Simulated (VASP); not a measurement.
# Ru (P6_3/mmc) in VASP: notebook

One crystal, Ru, is run at these levels: PBEsol, r2SCAN, PBE+D3(BJ); tasks: relaxation of cell and atoms.

Everything below comes from runs of VASP 6.6.1. Logs are shortened: lines on timing, memory, paths and dates and some standing lists are left out, and cuts for length are marked.

## Step 1: The structure

Symmetry: P6_3/mmc, No. 194, hexagonal system. The conventional cell has a = 2.706 Å, b = 2.706 Å, c = 4.282 Å, α = 90.00°, β = 90.00°, γ = 120.00°. Around Ru (site symmetry -6m2) lie 12 Ru at 2.65 to 2.71 Å.

## Step 2: Relaxation of cell and atoms, PBEsol

The input, INCAR:

```
SYSTEM = Ru
PREC = Accurate
ENCUT = 600
EDIFF = 1E-6
ISMEAR = 1
SIGMA = 0.1
LREAL = .FALSE.
LASPH = .TRUE.
NELM = 80
ALGO = Normal
ISIF = 3
LWAVE = .FALSE.
LCHARG = .FALSE.
GGA = PS
IBRION = 2
NSW = 90
EDIFFG = -0.01
KPAR = 4
```

The input, KPOINTS:

```
Automatic mesh
0
G
  15 15 9
  0 0 0
```

The input, POSCAR:

```
Ru
1.0
    2.7058000000      0.0000000000      0.0000000000
   -1.3529000000      2.3432915376      0.0000000000
    0.0000000000      0.0000000000      4.2819000000
Ru
2
Direct
    0.3333333333      0.6666666667      0.2500000000
    0.6666666667      0.3333333333      0.7500000000
```

Potentials or basis: VASP PAW PBE potentials, release 64 (Ru_pv).

Launch:

```console
> cat potpaw_PBE.64/Ru_pv/POTCAR > POTCAR
> mpirun -np 4 vasp_std > vasp.out
```

OUTCAR:

```text
SYSTEM = Ru
   PREC = Accurate
   ENCUT = 600
   EDIFF = 1E-6
   ISMEAR = 1
   LREAL = .FALSE.
   LASPH = .TRUE.
   NELM = 80
   ISIF = 3
   GGA = PS
   IBRION = 2
   NSW = 90
   EDIFFG = -0.01

 ion  position               nearest neighbor table
   1  0.333  0.667  0.250-   2 2.65   2 2.65   2 2.65   2 2.65   2 2.65   2 2.65
   2  0.667  0.333  0.750-   1 2.65   1 2.65   1 2.65   1 2.65   1 2.65   1 2.65

  LATTYP: Found a hexagonal cell.
 ALAT       =     2.7058000000
 C/A-ratio  =     1.5824894671

  Lattice vectors:

 A1 = (   2.7058000000,   0.0000000000,   0.0000000000)
 A2 = (  -1.3529000000,   2.3432915376,   0.0000000000)
 A3 = (   0.0000000000,   0.0000000000,   4.2819000000)

Analysis of symmetry for initial positions (statically):
=====================================================================
 Subroutine PRICEL returns:
 Original cell was already a primitive cell.

 Routine SETGRP: Setting up the symmetry group for a
 hexagonal supercell.

 Subroutine GETGRP returns: Found 24 space group operations
 (whereof 12 operations were pure point group operations)
 out of a pool of 24 trial point group operations.

The static configuration has the point symmetry D_3d.
 The point group associated with its full space group is D_6h.

Analysis of symmetry for dynamics (positions and initial velocities):
=====================================================================
 Subroutine PRICEL returns:
 Original cell was already a primitive cell.

 Routine SETGRP: Setting up the symmetry group for a
 hexagonal supercell.

 Subroutine GETGRP returns: Found 24 space group operations
 (whereof 12 operations were pure point group operations)
 out of a pool of 24 trial point group operations.

The dynamic configuration has the point symmetry D_3d.
 The point group associated with its full space group is D_6h.

 Subroutine INISYM returns: Found 24 space group operations
 (whereof 12 operations are pure point group operations),
 and found     1 'primitive' translations

----------------------------------------------------------------------------------------

                                     Primitive cell

  volume of cell :      27.1493

  direct lattice vectors                    reciprocal lattice vectors
     2.705800000  0.000000000  0.000000000     0.369576465  0.213375072  0.000000000
    -1.352900000  2.343291538  0.000000000     0.000000000  0.426750144  0.000000000
     0.000000000  0.000000000  4.281900000     0.000000000  0.000000000  0.233541185

  length of vectors
     2.705800000  2.705800000  4.281900000     0.426750144  0.426750144  0.233541185

  position of ions in fractional coordinates (direct lattice)
     0.333333333  0.666666667  0.250000000
     0.666666667  0.333333333  0.750000000

  ion indices of the primitive-cell ions
   primitive index   ion index
                 1           1
                 2           2

----------------------------------------------------------------------------------------

 KPOINTS: Automatic mesh

Automatic generation of k-mesh.
 Grid dimensions read from file:
 generate k-points for:   15   15    9

 Generating k-lattice:

  Cartesian coordinates                     Fractional coordinates (reciprocal lattice)
     0.024638431  0.014225005  0.000000000     0.066666667  0.000000000  0.000000000
     0.000000000  0.028450010  0.000000000     0.000000000  0.066666667  0.000000000
     0.000000000  0.000000000  0.025949021     0.000000000  0.000000000  0.111111111

  Length of vectors
     0.028450010  0.028450010  0.025949021

  Shift w.r.t. Gamma in fractional coordinates (k-lattice)
     0.000000000  0.000000000  0.000000000

 Subroutine IBZKPT returns following result:
 ===========================================

 Found    135 irreducible k-points:

 Following reciprocal coordinates:
            Coordinates               Weight
  0.000000  0.000000  0.000000      1.000000
  0.066667  0.000000  0.000000      6.000000
  0.133333  0.000000  0.000000      6.000000
  0.200000  0.000000  0.000000      6.000000
  0.266667  0.000000  0.000000      6.000000
  0.333333  0.000000  0.000000      6.000000
[... 16 lines left out ...]
  0.333333  0.200000  0.000000     12.000000
  0.400000  0.200000  0.000000      6.000000
 [... further k-points ...]
   k-points           NKPTS =    135   k-points in BZ     NKDIM =    135   number of bands    NBANDS=     18
   number of dos      NEDOS =    301   number of ions     NIONS =      2
   total plane-waves  NPLWV =  20736
   dimension x,y,z NGX =    24 NGY =   24 NGZ =   36
   dimension x,y,z NGXF=    48 NGYF=   48 NGZF=   72
   ions per type =               2
   NGX,Y,Z   is equivalent  to a cutoff of  14.75, 14.75, 13.98 a.u.
   NGXF,Y,Z  is equivalent  to a cutoff of  29.49, 29.49, 27.95 a.u.
 SYSTEM =  Ru
   PREC   = accura    normal or accurate (medium, high low for compatibility)
   ISTART =      0    job   : 0-new  1-cont  2-samecut
   ICHARG =      2    charge: 1-file 2-atom 10-const
   ISPIN  =      1    spin polarized calculation?
   LNONCOLLINEAR =      F non collinear calculations
   LSORBIT =      F    spin-orbit coupling
   LASPH  =      T    aspherical Exc in radial PAW
   ENCUT  =  600.0 eV  44.10 Ry    6.64 a.u.   5.40  5.40  8.55*2*pi/ulx,y,z
   NELM   =     80;   NELMIN=  2; NELMDL= -5     # of ELM steps
   EDIFF  = 0.1E-05   stopping-criterion for ELM
   LREAL  =      F    real-space projection
   EDIFFG = -.1E-01   stopping-criterion for IOM
   NSW    =     90    number of steps for IOM
   IBRION =      2    ionic relax: 0-MD 1-quasi-New 2-CG
   NFREE  =      1    steps in history (QN), initial steepest desc. (CG)
   ISIF   =      3    stress and relaxation
   ISYM   =      2    0-nonsym 1-usesym 2-fastsym
   POTIM  = 0.5000    time-step for ionic-motion
   TEBEG  =    0.0;   TEEND  =   0.0 temperature during run
   PSTRESS=    0.0 pullay stress
   NELECT =      28.0000    total number of electrons
   NUPDOWN=      -1.0000    fix difference up-down
   EMIN   =  10.00;   EMAX   =-10.00  energy-range for DOS
   EFERMI =   0.00;   METHOD = LEGACY
   ISMEAR =     1;   SIGMA  =   0.10  broadening in eV -4-tet -1-fermi 0-gaus
   EFERMI_NEDOS =   21; number of points for ismear=-14 and -15
   IALGO  =     38    algorithm
   IMIX   =      4    mixing-type and parameters
     AMIX     =   0.40;   BMIX     =  1.00
     AMIX_MAG =   1.60;   BMIX_MAG =  1.00
  volume/ion in A,a.u.               =      13.57        91.61
  Fermi-wavevector in a.u.,A,eV,Ry     =   1.654022  3.125649 37.222674  2.735789
  Thomas-Fermi vector in A             =   2.742361
   LORBIT       =      0    0 simple, 1 ext, 2 COOP (PROOUT), +10 PAW based schemes
   GGA     = PS    functional components
   LHFCALC =     F    Hartree Fock is set to
   AEXX    =    0.0000 exact exchange contribution
   IVDW    =     0    specifies the selected vdW correction
   LEPSILON=     F    determine dielectric tensor
   LRPA    =     F    only Hartree local field effects (RPA)
 conjugate gradient relaxation of ions
 non-spin polarized calculation
 Methfessel and Paxton  Order N= 1 SIGMA  =   0.10
  energy-cutoff  :      600.00
  volume of cell :       27.15
 maximum number of plane-waves:       935
 NGX is ok and might be reduce to    24
   NGX = 11   NGY = 11   NGZ = 17

--------------------------------------- Ionic step        1  -------------------------------------------

 number of electron      28.0000002 magnetization

 Free energy of the ion-electron system (eV)
  ---------------------------------------------------
  ext. energy  EPLUGINS =         0.00000000
  ---------------------------------------------------
  free energy    TOTEN  =       -20.33689471 eV

  energy without entropy =      -20.33567395  energy(sigma->0) =      -20.33648779

------------------------ aborting loop because EDIFF is reached ----------------------------------------

  FORCE on cell =-STRESS in cart. coord.  units (eV):
  Direction    XX          YY          ZZ          XY          YZ          ZX
  --------------------------------------------------------------------------------------
  -------------------------------------------------------------------------------------
  Total       -1.0904992     -1.0904992     -1.1243837      0.0000000      0.0000000     -0.0000000
  in kB      -64.3542743    -64.3542743    -66.3539192      0.0000000      0.0000000     -0.0000000
  external PRESSURE =     -65.0208226 kB  Pullay stress =       0.0000000 kB
[... 201 lines left out ...]
  energy  without entropy=      -20.3464945171  energy(sigma->0) =      -20.34728680

--------------------------------------- Ionic step        7  -------------------------------------------

 number of electron      27.9999996 magnetization

 Free energy of the ion-electron system (eV)
  ---------------------------------------------------
  ext. energy  EPLUGINS =         0.00000000
  ---------------------------------------------------
  free energy    TOTEN  =       -20.34771112 eV

  energy without entropy =      -20.34647280  energy(sigma->0) =      -20.34729835

 E-fermi :  13.0333     XC(G=0): -14.4015

 val. band max:       13.0285050033   @ k =   0.2667   0.2000   0.2222
 cond. band min:      13.0354418934   @ k =   0.2667   0.0000   0.3333
 fundamental gap:      0.0069368901
 Fermi energy:        13.0333044069

 k-point     1 :       0.0000    0.0000    0.0000
  band No.  band energies     occupation
      1     -30.6204      2.00000
      2     -29.6256      2.00000
      3     -29.6256      2.00000
      4     -29.4444      2.00000
      5     -29.4444      2.00000
      6     -29.3954      2.00000
[... 10 lines left out ...]
     17      14.2847     -0.00000
     18      14.3129     -0.00000
[... 466 lines left out ...]
      2     -30.1464      2.00000
      3     -30.0208      2.00000
      4     -30.0157      2.00000
      5     -29.7742      2.00000
      6     -29.7536      2.00000
[... 10 lines left out ...]
     17      18.5055      0.00000
     18      19.9827      0.00000

 [... further k-points ...]
[... 5 lines left out ...]
  --------------------------------------------------------------------------------------
  -------------------------------------------------------------------------------------
  Total       -0.0128895     -0.0128895      0.0048982      0.0000000      0.0000000      0.0000000
  in kB       -0.7754304     -0.7754304      0.2946727      0.0000000      0.0000000      0.0000000
  external PRESSURE =      -0.4187294 kB  Pullay stress =       0.0000000 kB
[... 17 lines left out ...]
  FREE ENERGIE OF THE ION-ELECTRON SYSTEM (eV)
  ---------------------------------------------------
  free  energy   TOTEN  =       -20.3477111173 eV

  energy  without entropy=      -20.3464728042  energy(sigma->0) =      -20.34729835

 reached required accuracy - stopping structural energy minimisation
```

Run time: 48 s. Hardware: 4 MPI ranks of Intel Xeon Platinum 8488C (Sapphire Rapids), shared host; peak memory 0.2 GiB.

Results:

```
Free energy                            : -20.3477 eV
Relaxed volume                         : 13.32 Å³/atom
Relaxed cell                           : a = 2.688 Å, b = 2.688 Å, c = 4.255 Å, α = 90.00°, β = 90.00°, γ = 120.00°
Space group after relaxing (to 0.05 Å) : P6_3/mmc (No. 194)
Energy gained by relaxing              : 5.4 meV/atom
Ionic steps                            : 7
Pressure after relaxing                : 0.0 GPa
Band gap on the k mesh                 : none (metal or under the smearing width)
```

Stress tensor (GPa, compression positive):
```
-0.08  0.00  0.00
 0.00 -0.08  0.00
 0.00  0.00  0.03
```

The path:
```
step  energy change (eV)  largest force (eV/Å)  pressure (GPa)  volume (Å³)
   1              0.0000                0.0000           -6.50        27.15
   2              0.1056                0.0000           25.00        25.04
   3             -0.0108                0.0000           -0.16        26.64
   4             -0.0108                0.0000           -0.02        26.63
   5             -0.0108                0.0000            0.12        26.62
   6             -0.0108                0.0000           -0.38        26.65
   7             -0.0108                0.0000           -0.04        26.63
```

Final structure:
```
CELL_PARAMETERS angstrom
2.68826 0.00000 0.00000
-1.34413 2.32811 0.00000
0.00000 0.00000 4.25530
ATOMIC_POSITIONS crystal
Ru 0.33333 0.66667 0.25000
Ru 0.66667 0.33333 0.75000
```

Caveat: the PAW data sets were made with another functional, which shifts forces and pressure a little.

(Continued in part 2 of 3.)
